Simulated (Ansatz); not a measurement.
# NaH: the band gap up the ladder of functionals

The task here is to estimate one member of a computed series from the others.

The runs shown are made with Ansatz 0.2.0. PAW datasets, plane waves. These are computed values for a spin-unpolarised cell that may be hypothetical; none is a measurement.

## Starting point

The cell was relaxed beforehand with r2SCAN.

The symmetry is P6_3/mmc (No. 194, hexagonal); conventional cell a = 3.953 Å, c = 4.828 Å, 16.34 Å³ an atom. Near Na stand 5 H at 2.28–2.41 Å; near H stand 5 Na at 2.28–2.41 Å.

Structure file:

```
Na H
1.0
     3.95328    0.00000    0.00000
    -1.97664    3.42364    0.00000
     0.00000    0.00000    4.82829
Na H
2 2
Direct
  0.33333 0.66667 0.93750
  0.66667 0.33333 0.43750
  0.33333 0.66667 0.43750
  0.66667 0.33333 0.93750
```

Set-up of the first run:

Input file input.yaml:

```yaml
crystal:
  lattice:
    - [3.9532815515, 0.0, 0.0]
    - [-1.9766407757, 3.423642252, 0.0]
    - [0.0, 0.0, 4.8282923105]
  atoms:
    - { symbol: Na, position: [0.3333333333, 0.6666666667, -0.0624996804] }
    - { symbol: Na, position: [0.6666666667, 0.3333333333, 0.4375003196] }
    - { symbol: H, position: [0.3333333333, 0.6666666667, 0.4374996804] }
    - { symbol: H, position: [0.6666666667, 0.3333333333, 0.9374996804] }
kpoints:
  mp_grid: { grid: [12, 12, 6] }
  band_path:
    path:
      - [[0.0, 0.0, 0.0], [0.5, -6.16844872158e-17, 2.743045961311e-19], [0.3333333333333, 0.3333333333333, 2.476170385066e-19], [0.0, 0.0, 0.0], [-8.791471607111e-36, -2.811523008621e-36, 0.5], [0.5, -6.169787340418e-17, 0.5], [0.3333333333333, 0.3333333333333, 0.5], [-8.791471607111e-36, -2.811523008621e-36, 0.5]]
      - [[0.5, -6.169787340418e-17, 0.5], [0.5, -6.16844872158e-17, 2.743045961311e-19]]
      - [[0.3333333333333, 0.3333333333333, 0.5], [0.3333333333333, 0.3333333333333, 2.476170385066e-19]]
    npoints: 10
hamiltonian:
  xc: pbe
scf:
  occupations: { method: fermi_dirac, width: 0.02 }
  n_extra_bands: 5
output:
  forces: true
  stress: true
  eigenvalues: true
  write_density: true
  write_potential: true
  elf: true
  volumetric_format: npy
```

On the command line:

```
ansatz run input.yaml --threads 2 --pin off --max-ram 2211MiB --backend cpu --events-out ev --progress --plain --runs-dir out
```

Among the steps run: Band structure with PBE; r2SCAN; HSE06; PBE0; LDA; One-shot GW from PBE; Quasiparticle levels, G0W0@PBE; DDH-PBE0; r2SCAN0; LC-ωPBE.

One table of the session follows, with a row left open; its other results are not shown here.

```
                     level  gap (eV)
                       PBE      3.33
                    r2SCAN      3.67
                     HSE06      4.26
                      PBE0      4.96
                       LDA      2.98
G0W0@PBE (195 empty bands)      5.40
G0W0@PBE (484 empty bands)      5.50
                  DDH-PBE0      5.68
                   r2SCAN0         ?
                   LC-ωPBE      8.99
```

Q: Estimate the row for r2SCAN0 from the others.

As computed: gap (eV): 5.14. In the column «gap (eV)» it lies between PBE0 (4.96) and G0W0@PBE (195 empty bands) (5.40).

Meshes: PBE 12×12×6, r2SCAN 12×12×6, HSE06 6×6×4, PBE0 6×6×4, LDA 12×12×6, DDH-PBE0 6×6×4, r2SCAN0 6×6×4, LC-ωPBE 6×6×4.

What this shows: The gap runs from 2.98 eV (LDA) to 8.99 eV (LC-ωPBE). Against G0W0@PBE, PBE is short by 2.17 eV, at 60 % of it, and r2SCAN 67 %. PBE0 lies 0.69 eV above HSE06, which differs from it by screening the long-range exchange. G0W0 values are finite-basis, finite-mesh values.

Caveats from the session: Warnings in the runs' records: structure snapped to symmetry, stress scf threshold loose, stress exchange threshold loose.
